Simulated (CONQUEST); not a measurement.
**Bi in CONQUEST: convergence with smearing width**

Input of the first run (smearing width 0.4 eV); the others differ in this setting and in those tied to it:

The input Conquest_input:

```
IO.Title Bi
IO.Coordinates coords.dat
IO.FractionalAtomicCoords T
IO.Iprint 2
IO.Iprint_init 1
General.NumberOfSpecies 1
General.PseudopotentialType hamann
AtomMove.TypeOfRun static
AtomMove.FullStress T
Grid.GridCutoff 120
DM.SolutionMethod diagon
Diag.MPMesh T
Diag.GammaCentred T
Diag.MPMeshX 7
Diag.MPMeshY 7
Diag.MPMeshZ 7
Diag.kT 0.01469973
minE.SCTolerance 1e-6
Diag.SmearingType 1
Diag.MPOrder 1
SC.MaxIters 100
IO.AtomChargeOutput T
%block ChemicalSpeciesLabel
1 208.980 Bi
%endblock
```

The input coords.dat:

```
    7.4887220809     0.0000000000     0.0000000000
    0.0000000000     7.4887220809     0.0000000000
    0.0000000000     0.0000000000     7.4887220809
2
 -0.0034970000  -0.0053930000   0.0009340000 1 T T T
  0.4904320000   0.4906250000   0.4906000000 1 T T T
```

Potentials or basis: PseudoDojo NC LDA, DZP, grid cutoff 120 Ha.

The run is started by

```console
$ OMP_NUM_THREADS=1 Conquest
```

The cell isn't the ideal one: atoms moved at random.

This isn't the form of Bi at room conditions, which is rhombohedral.

Hardware: 1 thread of AMD EPYC 7B13 (Zen 3), on a shared host.

Problem. The values tried are 0.4 eV, 0.3 eV, 0.2 eV, 0.1 eV, 0.05 eV, 0.025 eV, 0.01 eV, 0.005 eV, loosest first. From which on does the pressure stay within 0.1 GPa of the tightest run that finished?

Solution. From 0.2 eV on.

```
smearing width  energy less the tightest run (meV/atom)  pressure (GPa)  largest force (eV/Å)  SCF cycles  CPU time (s)  peak memory (GiB)
        0.4 eV                                     3.44           -1.73                 0.011           5            24               0.42
        0.3 eV                                     2.76           -1.75                 0.006           5            24               0.43
        0.2 eV                                     1.50           -1.86                 0.007           5            24               0.42
        0.1 eV                                     0.06           -1.91                 0.008           5            25               0.43
       0.05 eV                                    -0.02           -1.93                 0.009           5            25               0.42
      0.025 eV                                    -0.02           -1.91                 0.008           5            25               0.42
       0.01 eV                                     0.00           -1.91                 0.009           5            27               0.42
      0.005 eV                                     0.00           -1.90                 0.009           5            30               0.42
```

Against the tightest run, the energy stays within 1 meV/atom from 0.1 eV on; the largest force stays within 0.005 eV/Å from 0.4 eV on. Narrower smearing needs a denser k mesh, so at a fixed mesh the narrowest width isn't the most accurate. The tightest run that finished is the yardstick and may itself not be fully converged.

Caveat, for the tightest run too: the basis of atomic orbitals isn't converged, which shifts pressures, moduli and gaps.
